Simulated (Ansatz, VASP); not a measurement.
Ta in VASP and in Ansatz

INCAR

```
  ALGO = Normal
  EDIFF = 1E-6
  EDIFFG = -0.04
  ENCUT = 600
  GGA = PS
  IBRION = 2
  ISIF = 3
  ISMEAR = 0
  LASPH = True
  LCHARG = False
  LREAL = False
  LWAVE = False
  NELM = 60
  NSW = 90
  PREC = Accurate
  SIGMA = 0.1
```

The input KPOINTS:

```
k-points
0
Gamma
  6 6 4
```

Contents of POSCAR:

```
Ta
1.0
    3.0616170824      0.0000000000      0.0000000000
   -1.5308085412      2.6514381700      0.0000000000
    0.0000000000      0.0000000000      4.9691666664
Ta
2
Direct
    0.3333333333      0.6666666667      0.2500000000
    0.6666666667      0.3333333333      0.7500000000
```

Input for Ansatz:

```yaml
crystal:
  lattice:
    - [3.0616170824, 0.0, 0.0]
    - [-1.5308085412, 2.65143817, 0.0]
    - [0.0, 0.0, 4.9691666664]
  atoms:
    - { symbol: Ta, position: [0.3333333333, 0.6666666667, 0.25] }
    - { symbol: Ta, position: [0.6666666667, 0.3333333333, 0.75] }
basis:
  ecutwfc: 420
kpoints:
  mp_grid: { grid: [6, 6, 4] }
hamiltonian:
  xc: pbesol
scf:
  occupations: { method: gaussian, width: 0.1 }
  lower_state_search: "off"
output:
  forces: true
  stress: true
  eigenvalues: true
relax:
  adjacent_minimum: "off"
  f_tol: 0.04
  max_steps: 70
  cell: { stress_tol: 0.4 }
```

Alike in both runs: task relaxation of cell and atoms; functional PBEsol; k mesh 6 × 6 × 4; occupations gaussian, width 0.1 eV; no spin polarisation.

```csv
,VASP,Ansatz
version,VASP 6.6.1,Ansatz 0.2.0
potentials or method,"VASP PAW PBE potentials, release 64 (Ta_pv)","scalar-relativistic, plane waves, PAW"
plane-wave cutoff (eV),600,420
valence electrons in the cell,22,26
```

VASP gave:

```
gap on the k mesh at the Fermi level, each at its own relaxed structure (eV) : none
relaxed volume (Å³/atom)                                                     : 18.05
relaxed cell length with the largest relative difference (Å)                 : 5.091
energy change over the relaxation (meV/atom)                                 : -170
```

Problem. Estimate Ansatz's values.

Solution. gap on the k mesh at the Fermi level, each at its own relaxed structure (eV): none; relaxed volume (Å³/atom): 18.04; relaxed cell length with the largest relative difference (Å): 5.098; energy change over the relaxation (meV/atom): -171.

A gap of «none» marks a metal or a gap that the smearing closes. The two sets of potentials don't hold the same shells in valence.

Caveats: the k mesh is coarse (spacing up to 0.39 Å⁻¹), so the values aren't converged; the PAW data sets were made with another functional, which shifts forces and pressure a little (VASP). Spin-orbit coupling is left out, which matters for the levels of Ta.
